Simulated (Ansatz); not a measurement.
CuO, rock salt type; equations of state without spin from Ansatz PAW hard set, 700 eV.

PBE (k-mesh 22³, smearing 0.061 eV) gives V₀ = 9.555 Å³/atom and B₀ = 177 GPa.

Question: What does r²SCAN give (700 eV, k-mesh 14³, smearing 0.1 eV)?

Answer: V₀ = 9.175 Å³/atom (-4.0 %) and B₀ = 205 GPa (+16 %).

This cubic structure is a model: it isn't the usual form of the substance at ambient conditions, and such phases are metastable or hypothetical. The k-mesh is modest, so these values aren't fully converged in k. Spin polarisation is left out, and a magnetic state may lie lower. Potentials made with PBE were used with another functional (at least in: Ansatz PAW hard set, 700 eV (r²SCAN)).
